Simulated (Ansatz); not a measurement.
HfC:

```
CELL_PARAMETERS angstrom
0.00000 2.32500 2.32500
2.32500 0.00000 2.32500
2.32500 2.32500 0.00000
ATOMIC_POSITIONS crystal
Hf 0.50000 0.50000 0.50000
C 0.00000 0.00000 0.00000
```

| Item | Value |
| --- | --- |
| Program | Ansatz 0.2.0 |
| Task | relaxation of cell and atoms |
| Functional | PBEsol |
| Dispersion | D4 |
| Potentials or basis | Ansatz PAW |
| Cutoff | 420 eV (not typed: the program's choice for these potentials) |
| k mesh | 10 × 10 × 10 |
| Occupations | fermi-dirac, width 0.05 eV |
| Spin | no spin polarisation |

At the start: volume 12.57 Å³/atom.

**Question.** How do energy, volume and symmetry change on relaxing?

**Answer.** It ends after 7 steps and the volume is 12.12 Å³/atom (-3.5 %); space group Fm-3m (No. 225, to 0.05 Å).

Step by step:
| step | energy change (eV) | largest force (eV/Å) | volume (Å³) |
| --- | --- | --- | --- |
| 1 | 0.0000 | 0.0000 | 25.14 |
| 2 | -0.0117 | 0.0000 | 23.59 |
| 3 | -0.0253 | 0.0000 | 24.29 |
| 4 | -0.0254 | 0.0000 | 24.25 |
| 5 | -0.0242 | 0.0000 | 24.25 |
| 6 | -0.0242 | 0.0000 | 24.25 |
| 7 | -0.0242 | 0.0000 | 24.25 |

Final structure:
```
CELL_PARAMETERS angstrom
0.00000 2.29722 2.29722
2.29722 0.00000 2.29722
2.29722 2.29722 0.00000
ATOMIC_POSITIONS crystal
Hf 0.50000 0.50000 0.50000
C 0.00000 0.00000 0.00000
```

Caveat: the plane-wave basis is chosen anew once the cell has moved, so the energies of steps on either side of that aren't comparable; the PAW data sets come from PBE, with cores solved anew for the run's functional, which leaves a small shift of forces and pressure.
